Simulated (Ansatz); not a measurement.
Au:

```
Au
1.0
     0.00000    2.03500    2.03500
     2.03500    0.00000    2.03500
     2.03500    2.03500    0.00000
Au
1
Cartesian
  0.0000 0.0000 0.0000
```

- Program: Ansatz 0.2.0
- Task: relaxation of cell and atoms
- Functional: RPBE
- Potentials or basis: Ansatz PAW
- Cutoff: 420 eV (not typed: the program's choice for these potentials)
- k mesh: 11 × 11 × 11
- Occupations: fermi-dirac, width 0.05 eV
- Spin: no spin polarisation

At the start: volume 16.85 Å³/atom.

Problem. Where does the relaxation end?

Solution. It ends after 6 steps and the volume is 18.49 Å³/atom (+9.7 %); space group Fm-3m (No. 225, to 0.05 Å).

Step by step:
| step | energy change (eV) | largest force (eV/Å) | volume (Å³) |
| --- | --- | --- | --- |
| 1 | 0.0000 | 0.0000 | 16.85 |
| 2 | -0.0506 | 0.0000 | 19.44 |
| 3 | -0.0667 | 0.0000 | 18.69 |
| 4 | -0.0676 | 0.0000 | 18.46 |
| 5 | -0.0676 | 0.0000 | 18.49 |
| 6 | -0.0681 | 0.0000 | 18.49 |

Final structure:
```yaml
crystal:
  lattice:
    - [0.00000, 2.09867, 2.09867]
    - [2.09867, 0.00000, 2.09867]
    - [2.09867, 2.09867, 0.00000]
  atoms:
    - { symbol: Au, position: [0.00000, 0.00000, 0.00000] }
```

Caveat: the plane-wave basis is chosen anew once the cell has moved, so the energies of steps on either side of that aren't comparable; the PAW data sets come from PBE, with cores solved anew for the run's functional, which leaves a small shift of forces and pressure.
